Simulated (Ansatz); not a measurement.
# Molecular dynamics of Si₁₆Ge

The input (input.yaml):

```yaml
accuracy: low
crystal:
  lattice:
    - [0.0, 5.43, 5.43]
    - [5.43, 0.0, 5.43]
    - [5.43, 5.43, 0.0]
  atoms:
    - { symbol: Si, position: [0.00428806, -0.00408344, -0.00502592] }
    - { symbol: Si, position: [0.13629302, 0.12168276, 0.12044449] }
    - { symbol: Si, position: [0.00433064, -0.0039234, 0.50359871] }
    - { symbol: Si, position: [0.12435085, 0.12709563, 0.62377064] }
    - { symbol: Si, position: [0.00428407, 0.50493094, -0.0050339] }
    - { symbol: Si, position: [0.12421214, 0.62473223, 0.12642071] }
    - { symbol: Si, position: [-5.975e-05, 0.50027245, 0.49958195] }
    - { symbol: Si, position: [0.12433983, 0.62486616, 0.62376457] }
    - { symbol: Si, position: [0.49985581, 0.00070553, -0.00112242] }
    - { symbol: Si, position: [0.62102883, 0.12159393, 0.12039342] }
    - { symbol: Si, position: [0.49555785, -0.00400059, 0.50359786] }
    - { symbol: Si, position: [0.62120068, 0.12178475, 0.63533214] }
    - { symbol: Si, position: [0.49539411, 0.50490334, -0.0050854] }
    - { symbol: Si, position: [0.62101442, 0.63712621, 0.12038478] }
    - { symbol: Si, position: [0.49554522, 0.50495318, 0.50359888] }
    - { symbol: Si, position: [0.6267711, 0.62480042, 0.62372403] }
    - { symbol: Ge, position: [0.74985302, 0.2507296, 0.24883709] }
basis:
  ecutwfc: 420.0
kpoints:
  mp_grid: { grid: [2, 2, 2] }
hamiltonian:
  xc: pbe
  dispersion: d3bj
  pseudopotentials: { kind: paw, azcp: { folder: soft_1 } }
scf:
  occupations: { method: fermi_dirac, width: 0.05 }
  lower_state_search: "off"
md:
  timestep: 2
  n_steps: 140
  ensemble: nvt_langevin
  temperature: 1500.0
  initial_velocities: maxwell_boltzmann
  seed: 303479
  friction: 0.005
```

Launched with:

```bash
$ ansatz run input.yaml --threads 1 --pin off --max-ram 3072MiB --backend cpu --events-out ev --progress --plain --runs-dir out
```

It starts from a relaxed structure.

Output, in part (warnings, step lines):

```
WARN: dispersion: an atom stands within reach of a switch of its C6 between two reference coordination numbers of its element: through that C6 alone, e_disp changes by 0.025 eV or more while the distances to its neighbours run over a stretch of 0.05 Å that contains this geometry (sites counted from …
md step     0: t =     0.00 fs  T =  1411.8 K  F+E_penalty+E_count = -14469.03573966 eV  E_kin = 3.102240 eV  (9 SCF iters)
md step     1: t =     2.00 fs  T =  1336.3 K  F+E_penalty+E_count = -14468.96426065 eV  E_kin = 2.936362 eV  (7 SCF iters)
md step     2: t =     4.00 fs  T =  1139.5 K  F+E_penalty+E_count = -14468.76929447 eV  E_kin = 2.503998 eV  (7 SCF iters)
md step     3: t =     6.00 fs  T =  1040.7 K  F+E_penalty+E_count = -14468.48583747 eV  E_kin = 2.286784 eV  (8 SCF iters)
md step     4: t =     8.00 fs  T =   913.3 K  F+E_penalty+E_count = -14468.14318554 eV  E_kin = 2.006829 eV  (8 SCF iters)
md step     5: t =    10.00 fs  T =   657.3 K  F+E_penalty+E_count = -14467.79517513 eV  E_kin = 1.444311 eV  (5 SCF iters)
md step     6: t =    12.00 fs  T =   460.7 K  F+E_penalty+E_count = -14467.49666492 eV  E_kin = 1.012333 eV  (5 SCF iters)
md step     7: t =    14.00 fs  T =   369.6 K  F+E_penalty+E_count = -14467.26082581 eV  E_kin = 0.812247 eV  (5 SCF iters)
[... lines left out ...]
md step   140: t =   280.00 fs  T =   859.6 K  F+E_penalty+E_count = -14466.43644982 eV  E_kin = 1.888992 eV  (7 SCF iters)
```

The steps, from the saved trajectory:

```csv
time (fs),T (K),potential energy less start (eV)
0.0,1412,0.000
8.0,913,0.893
16.0,336,1.938
24.0,464,1.784
32.0,832,1.189
40.0,942,1.105
48.0,784,1.573
56.0,718,1.817
64.0,804,1.723
72.0,925,2.049
80.0,892,2.280
88.0,928,2.358
96.0,919,2.426
104.0,844,2.482
112.0,1005,2.185
120.0,1195,1.899
128.0,1165,2.004
136.0,1058,2.294
144.0,1009,2.146
152.0,1037,2.384
160.0,925,2.408
168.0,1050,1.911
176.0,1306,1.681
184.0,1109,1.960
192.0,829,2.419
200.0,891,2.287
208.0,1172,1.894
216.0,1207,2.050
224.0,1062,2.499
232.0,988,2.696
240.0,855,2.704
248.0,944,2.483
256.0,981,2.243
264.0,993,2.277
272.0,902,2.498
280.0,860,2.599
```

The run went to its last step. The mean temperature of the second half is 32 % below the set value. A run of 0.28 ps of so small a system gives no equilibrium averages. Limits of this set-up: coarse k mesh, low accuracy level.

Mean squared displacements from the first frame to the last, about the centre of mass: Si 0.22 Å², Ge 0.23 Å².

Last frame:

```xyz
17
Lattice="0.0000 5.4300 5.4300 5.4300 0.0000 5.4300 5.4300 5.4300 0.0000" Properties=species:S:1:pos:R:3
Si -0.554 -0.225 0.077
Si 1.010 0.833 1.457
Si 2.117 2.618 0.544
Si 3.368 4.227 1.670
Si 2.028 -0.665 3.063
Si 3.396 0.849 4.091
Si 4.431 2.586 3.050
Si 5.846 3.765 4.505
Si -0.187 2.330 2.833
Si 1.004 3.895 3.931
Si 2.300 5.970 2.644
Si 3.763 6.966 4.305
Si 2.573 2.445 5.547
Si 3.880 3.759 7.040
Si 5.051 5.406 5.698
Si 5.950 7.325 6.570
Ge 2.462 4.947 5.257
```

The run took 17 min on 1 thread of Arm Neoverse V1, on a shared host, peak memory 0.69 GiB.
